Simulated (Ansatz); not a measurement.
Ansatz input

```yaml
crystal:
  lattice:
    - [4.4534301877, 0.0, 0.0]
    - [-2.2267150939, 3.8567836765, 0.0]
    - [0.0, 0.0, 2.3867937401]
  atoms:
    - { symbol: V, position: [0.0, 1.0, 0.0], spin: 1.0 }
    - { symbol: V, position: [0.3333333333, 0.6666666667, 0.5], spin: 1.0 }
    - { symbol: V, position: [0.6666666667, 0.3333333333, 0.5], spin: 1.0 }
hamiltonian:
  xc: pbe
  pseudopotentials:
    kind: paw
    azcp:
      V: "pseudopotentials/V.paw.azcp"
basis:
  ecutwfc: 420
  fft_grid_basis: typed
kpoints:
  mp_grid: { grid: [11, 11, 17], shift: [0, 0, 0] }
magnetization:
  spin_polarized: true
scf:
  occupations: { method: fermi_dirac, width: 0.05 }
```

Terminal output

```
Engine: ansatz 0.2.0, aarch64-unknown-linux-gnu
Pseudopotentials: kind: paw
Pseudopotential: V, paw, valence charge 13, recommended cutoff 420 eV (normal) 
Functional definition: PBE
  parameter kappa = 0.804
  parameter beta = 0.06672455060314922
  exchange = pbe_x(kappa = kappa, mu = beta*pi^2/3)
  correlation = pbe_c(beta = beta)
Crystal: 3 atoms, lattice volume = 40.995 Å³
Basis set: ecut = 420 eV, 793 PW (Γ)
Bands: 26, of which v1, the nominal top of the filled ones, is band 20 counted from 1 (19 counted from 0)
Symmetry: 24 space group operations
Space group: P6/mmm (ITA 191), of the structure as read, at distance tolerance 3.4e-5 Å
Magnetic group: BNS 191.233 (UNI 1463), of the structure as read, at distance tolerance 3.4e-5 Å
k-points: 144 of 2057
Non-local potential: V, projectors of the file, l = 0: 3, l = 1: 2, l = 2: 3, l = 3: 1
PAW form: soft (Blöchl's): semilocal exchange-correlation on the pseudo side does not see the compensation charge
PAW one-centre angular grid: V, 590 points (default); XC on 64 Gauss nodes
Initial density: superposition of atomic densities (chi_scale 0.1, normalization cell)
Starting moments: Σ|m| = 3 μB on 3 of 3 sites
Initial wavefunctions: pseudopotential atomic-orbital guess
Functional: x = pbe(κ = 0.804, μ = 0.2195149727645171), c = pbe(β = 0.06672455060314922)
SCF iter   1: F=—  HF=-8737.949795 eV  |F-HF|=—  |Δ(HF+E_count)|=         —  Δρ=1.02e-1 (↑1.02e-1 ↓3.79e-2)  dr2=2.80e0  dr2_m=1.47e0  M=0.415 μB ∫|m|=0.444 μB  β_m=0.30  ethr=3.10e-3  ⟨swp⟩=3.2  Hψ=24644  notcnv=0
Mixer restart at iter 1: flushing history
SCF iter   2: F=—  HF=-8736.526483 eV  |F-HF|=—  |Δ(HF+E_count)|=    1.42e0  Δρ=6.53e-2 (↑6.53e-2 ↓3.27e-2)  dr2=8.80e-1  dr2_m=7.70e-1  M=0.361 μB ∫|m|=0.388 μB  β_m=0.56  ethr=3.10e-3  ⟨swp⟩=2.3  Hψ=13816  notcnv=0  defer=93
SCF iter   3: F=—  HF=-8736.747028 eV  |F-HF|=—  |Δ(HF+E_count)|=   2.21e-1  Δρ=1.52e-2 (↑1.52e-2 ↓1.16e-2)  dr2=5.17e-2  dr2_m=5.75e-2  M=0.141 μB ∫|m|=0.155 μB  β_m=0.64  ethr=2.26e-3  ⟨swp⟩=2.5  Hψ=12067  notcnv=0  defer=91
SCF iter   4: F=—  HF=-8736.814591 eV  |F-HF|=—  |Δ(HF+E_count)|=   6.76e-2  Δρ=1.36e-2 (↑1.36e-2 ↓1.36e-2)  dr2=4.62e-1  dr2_m=1.75e-3  M=0.028 μB ∫|m|=0.038 μB  β_m=0.64  ethr=1.33e-4  ⟨swp⟩=2.7  Hψ=18167  notcnv=0  defer=63
SCF iter   5: F=—  HF=-8736.854253 eV  |F-HF|=—  |Δ(HF+E_count)|=   3.97e-2  Δρ=1.87e-3 (↑1.04e-3 ↓1.87e-3)  dr2=2.75e-3  dr2_m=3.14e-4  M=0.015 μB ∫|m|=0.023 μB  β_m=0.79  ethr=1.33e-4  ⟨swp⟩=3.2  Hψ=19851  notcnv=0  defer=67
SCF iter   6: F=—  HF=-8736.853058 eV  |F-HF|=—  |Δ(HF+E_count)|=   1.20e-3  Δρ=4.39e-4 (↑4.39e-4 ↓3.94e-4)  dr2=2.37e-4  dr2_m=5.85e-6  M=0.001 μB ∫|m|=0.004 μB  β_m=0.72  ethr=7.06e-6  ⟨swp⟩=2.1  Hψ=11941  notcnv=0  defer=63
SCF iter   7: F=—  HF=-8736.853193 eV  |F-HF|=—  |Δ(HF+E_count)|=   1.35e-4  Δρ=1.55e-4 (↑1.55e-4 ↓6.58e-5)  dr2=1.22e-5  dr2_m=2.21e-6  M=0.001 μB ∫|m|=0.003 μB  β_m=0.86  ethr=6.08e-7  ⟨swp⟩=2.2  Hψ=10286  notcnv=0  defer=58
SCF iter   8: F=—  HF=-8736.853216 eV  |F-HF|=—  |Δ(HF+E_count)|=   2.35e-5  Δρ=4.67e-5 (↑4.67e-5 ↓2.87e-5)  dr2=5.21e-7  dr2_m=4.30e-7  M=0.001 μB ∫|m|=0.001 μB  β_m=0.93  ethr=3.13e-8  ⟨swp⟩=2.1  Hψ=9912  notcnv=0  defer=57
SCF iter   9: F=—  HF=-8736.853217 eV  |F-HF|=—  |Δ(HF+E_count)|=   7.16e-7  Δρ=1.60e-5 (↑1.60e-5 ↓8.76e-6)  dr2=1.39e-7  dr2_m=3.30e-8  M=0.000 μB ∫|m|=0.000 μB  β_m=0.96  ethr=1.34e-9  ⟨swp⟩=2.1  Hψ=11680  notcnv=0  defer=57
SCF iter  10: F=—  HF=-8736.853217 eV  |F-HF|=—  |Δ(HF+E_count)|=   4.54e-9  Δρ=5.56e-6 (↑5.56e-6 ↓5.52e-6)  dr2=2.72e-8  dr2_m=4.12e-9  M=0.000 μB ∫|m|=0.000 μB  β_m=0.98  ethr=3.57e-10  ⟨swp⟩=2.1  Hψ=12134  notcnv=0  defer=57
SCF iter  11: F=—  HF=-8736.853217 eV  |F-HF|=—  |Δ(HF+E_count)|=  2.20e-10  Δρ=1.47e-6 (↑1.16e-6 ↓1.47e-6)  dr2=6.47e-10  dr2_m=4.31e-10  M=-0.000 μB ∫|m|=0.000 μB  β_m=0.99  ethr=6.96e-11  ⟨swp⟩=2.9  Hψ=13710  notcnv=0  defer=57
SCF iter  12: F=—  HF=-8736.853217 eV  |F-HF|=—  |Δ(HF+E_count)|=  7.82e-11  Δρ=4.76e-7 (↑4.76e-7 ↓3.80e-7)  dr2=1.33e-10  dr2_m=1.78e-11  M=-0.000 μB ∫|m|=0.000 μB  β_m=0.87  ethr=1.66e-12  ⟨swp⟩=2.0  Hψ=13047  notcnv=0  defer=57
SCF iter  13: F=-8736.853217 eV  HF=-8736.853217 eV  |F-HF|=5.97e-10  |Δ(HF+E_count)|=  7.28e-12  Δρ=4.88e-7 (↑4.88e-7 ↓4.46e-7)  dr2=6.23e-10  dr2_m=4.81e-13  M=-0.000 μB ∫|m|=0.000 μB  ethr=1.00e-12  ⟨swp⟩=1.0  Hψ=18978  notcnv=0
SCF 1 converged in 13 iterations: F = -8736.853217 eV  dr2 = 6.23e-10
WARN: the starting moments were not kept: the SCF closed with an absolute magnetisation of 2.2e-6 μB, where they sum to 3 μB in size (3 sites). That is at most 0.1 of that sum. Measured as dr2_m measures the in/out step, that magnetisation stands 9.2e-13 eV from none, at or under the dr2_threshold of 1.0e-7 eV: it is no larger than a step whose dr2_m would equal this threshold. The system may hold no moment; this SCF shows only that its start led to no more than that. To try another start: raise the starting moments (crystal.atoms[].spin, magnetization.per_species, magnetization.initial_magnetization, or on a non-collinear deck that types none of these the spinor_matrix: blocks that start its atoms; where the total moment is fixed, keep their sum and leave initial_magnetization as it is; typed ones take the place of any that the run laid by itself, positive ones on a crystal's lanthanoids without a Hubbard term where scf.initial_density.shell_occupations: [] is typed) or, if the notice of its spin-set hold's release reads "site moments contracting" or "site moments show no strong build", lengthen the hold (scf.mixing.spin_hold: { on: { confirm: 4 } }; for m-r²SCAN on two components see the key's manual first). Each may lead to a state that holds a moment. A second SCF, from the converged charge density, with the starting moments and any scf.initial_density.shell_occupations laid on it anew, would have followed, and was not run: the deck does not ask for one (magnetization.retry_lost_moments is false, the default). To let it run, set magnetization.retry_lost_moments: true and run the deck again, where that key's refused combinations let it; where memory then withholds it, that run's warning says so.
SCF converged after 13 iterations
Magnetization: -0.0000 μB (19.5000 up, 19.5000 down)
Absolute magnetization: 0.0000 μB (∫|ρ↑−ρ↓|, with the PAW one-centre terms)
Spin contamination: 0.0000 ħ² per cell (⟨S²⟩ above its minimum at these occupations)
Per-site moments (μB) at R_I (Å): [(-8.723296657191858e-7, 0.98455241779125), (2.3021783404181943e-7, 0.98455241779125), (2.3021783404181962e-7, 0.98455241779125)]
Free energy (F): -8736.853217 eV
Harris-Foulkes:  -8736.853217 eV  (|F-HF|=5.97e-10)
Internal energy: -8736.820418 eV  (E = F + TS)
E sigma→0 (E₀):  -8736.836817 eV
Entropy (-TS):   -0.032799 eV (-10.933 meV/atom)
Fermi energy:    16.440864 eV
--- Per-component energies (eV) ---
  E_band       = -444.832044
  E_kinetic    = 1009.224244
  E_local      = -2743.399661  (includes V_loc(G=0)·N_el)
  E_nonlocal   = -135.795938
  E_hartree    = 1257.685525
  E_xc         = -391.245233
  E_vxc        = -495.997973  (∫ρ·V_xc dr)
  E_paw        = -3338.806019  (= ΣΔE_a)
  E_vpaw       = -594.234616  (= ΣTr[D̂ρ^β])
  E_aug_tail   = 0.000786  (compensation charges beyond the density's cutoff)
  E_ewald      = -4394.484121
  E_smearing   = -0.032799  (= −TS)
  E_closure    = 0.000000  (closes the sum)
  Σ components = -8736.853217   (vs F -8736.853217, Δ=0.00e0)
```
